Rutile, TiO₂, has a square base of edge a and a height c. Six density functionals have each relaxed the same cell. The volume change counts against the starting cell, which is close to the one found at room temperature, with a = 4.592 Å and c = 2.957 Å.

VASP 6.6.1, plane-wave DFT with PAW potentials (Ti_sv, O) for the 6-atom cell of rutile TiO₂, without spin polarisation, spin–orbit coupling or an added dispersion correction. Cell and atomic positions are relaxed with a 600 eV cutoff, a 6 × 6 × 10 k-mesh and Gaussian smearing of 0.03 eV. Volume changes are relative to the starting cell.

| functional | potentials | volume change (%) | relaxed length a (Å) | relaxed length c (Å) |
| --- | --- | --- | --- | --- |
| LDA | VASP-PAW-LDA-potentials,-recommended | -2.960 | 4.551 | 2.921 |
| PBE | VASP-PAW-PBE-potentials,-recommended | 2.650 | 4.646 | 2.966 |
| PBEsol | VASP-PAW-PBE-potentials,-recommended | -0.520 | 4.592 | 2.942 |
| RPBE | VASP-PAW-PBE-potentials,-recommended | 5.130 | 4.688 | 2.983 |
| r2SCAN | VASP-PAW-PBE-potentials,-recommended | 0.450 | 4.600 | 2.961 |
| rev-vdW-DF2 | VASP-PAW-PBE-potentials,-recommended | 1.050 | 4.613 | 2.962 |

**(a) Which functional gives the smallest cell, which the largest, and how far apart are they?**

LDA gives the smallest cell and RPBE the largest. Their volume changes are −2.96 % and +5.13 %, so they differ by 8.09 percentage points of the starting volume. All six calculations describe the same non-magnetic insulator, so the spread doesn't come from a change of electronic state. LDA does use its own potentials, while the other five functionals share one set. That set was made for PBE, so for the other four it brings a mismatch whose size is not tested here.

**(b) Why does the cell grow on going from LDA to PBE?**

LDA takes the exchange energy at each point from the electron density there. PBE is a gradient-corrected functional (GGA): its exchange energy is lowered further where the density varies quickly compared with its own size. When atoms move apart, the density between them thins out and this relative variation generally grows. The correction to exchange therefore lowers the energy more in an expanded crystal than in a compressed one, which acts as an outward push.

A spring with a small constant force added is a simpler system of the same kind. It settles at a new length, and the shift equals the force divided by the stiffness. In the same way, an equal push would expand a soft crystal more than a stiff one. The likeness ends where direction matters, because a spring has one length and rutile has two. The push itself is argued from theory, since the calculations don't split the energy into such parts.

**(c) Estimate the PBEsol volume from those of LDA and PBE.**

Let the push be proportional to the coefficient with which exchange responds to small gradients. This coefficient is zero in LDA, about 0.12 in PBEsol and about 0.22 in PBE. If the stiffness stays the same, the volume shift from LDA follows the same proportion:

PBEsol volume change ≈ −2.96 % + (0.12/0.22) × (2.65 % + 2.96 %) ≈ 0.1 %.

The calculation gives −0.52 %, so the estimate is too high by about 0.6 percentage points. PBEsol was not used to make it, but a place between LDA and PBE is built into the formula. The real test is how far along that interval PBEsol lies: the estimate says 55 %, the table 43 %. The formula is crude in several ways. It leaves out the gradient correction of correlation, which works against that of exchange; PBE was built so that the two cancel when gradients are small. It also keeps the stiffness fixed, although a crystal softens as it expands, which is expected to place PBEsol nearer to LDA than the formula does. The levelling-off of exchange at larger gradients is expected to work the other way. How much each contributes to the miss is not tested here, and the rough agreement may owe something to errors that cancel.

**(d) RPBE has the same small-gradient coefficient as PBE. Does it give the same volume?**

The estimate of part (c) would say yes, but the RPBE cell is larger by 2.48 percentage points. The two functionals share their potentials, their treatment of correlation and the upper bound on the exchange correction. They differ in how the correction rises towards that bound: beyond small gradients, the RPBE correction lies above that of PBE. The volume of rutile thus depends on these larger gradients too. To guess where another GGA will fall, one should look at its whole gradient correction, for exchange and correlation, not at one coefficient.

**(e) Do both edges respond equally?**

No. PBEsol leaves a unchanged within the printed digits but makes c 0.5 % too short, so its small volume change hides a change of shape. A least-squares straight line through the LDA, PBE, PBEsol and RPBE rows shows the pattern: for each 1 % gained by a, c gains about 0.7 %. This is an average, and the ratio falls as the cell grows: 0.80 from LDA to PBEsol, a step that also changes the potentials, 0.69 from PBEsol to PBE and 0.63 from PBE to RPBE.

A stiff spring beside a soft one gives the picture. Along c, the TiO₆ octahedra share edges and form chains that resist stretching, whereas the base gives way more easily. In the crystal the two directions are also coupled, so the elastic constants C must enter together. If the functional acted like a uniform pressure, the stresses along a and c would be equal:

(C₁₁ + C₁₂)·εₐ + C₁₃·ε_c = 2C₁₃·εₐ + C₃₃·ε_c,

where εₐ and ε_c are the fractional changes of the edges. This gives

ε_c/εₐ = (C₁₁ + C₁₂ − 2C₁₃)/(C₃₃ − C₁₃).

Rough recalled constants of 270, 180, 150 and 480 GPa for C₁₁, C₁₂, C₁₃ and C₃₃ make this ratio about 0.45. Uniform swelling would make it 1. The calculated 0.7 lies between, so the elastic picture gets the direction right but not the size. Taken at face value, it means that the push is somewhat stronger along c than along a.

**(f) Do r2SCAN and rev-vdW-DF2 follow the same pattern?**

They don't. At their values of a, the line of part (e) predicts a shorter c than they give. The difference is about 0.017 Å for r2SCAN and 0.01 Å for rev-vdW-DF2. A GGA that followed the line and had the volume of r2SCAN would therefore have a longer a and a shorter c.

Both contain something that the four functionals on the line lack. r2SCAN also uses the kinetic-energy density of the electrons, and rev-vdW-DF2 includes nonlocal correlation, which links the densities at distant points. These ingredients may lengthen c, but each functional also has its own form of exchange. The table can't separate the two influences.

**(g) Which differences can be trusted, and which functional comes closest to the real crystal?**

The differences of several percent in volume are safe as results of these calculations, which keep the symmetry of the starting cell. Rutile has a soft polar vibration along c that is expected to soften further on expansion, so the larger PBE and RPBE cells may be unstable to a distortion that these relaxations can't show. The third decimal of an edge is not always safe. In the rev-vdW-DF2 run a small stress remains, and removing it would move each edge by roughly 0.002 Å. Its c differs from that of r2SCAN by only 0.001 Å, which has no meaning.

By volume alone, r2SCAN (+0.45 %) seems to lie slightly closer to the starting cell than PBEsol (−0.52 %). Yet the calculations leave out thermal expansion and the zero-point motion of the atoms, which together should enlarge the cell. A common increase of only 0.04 percentage points would reverse the order of the two. The real increase is expected to be clearly larger than that, so by volume PBEsol probably comes closer to the real crystal. The shape speaks for r2SCAN, which nearly keeps the starting ratio c/a, while PBEsol lowers it. Which of the two is the better choice thus depends on whether volume or shape matters more.
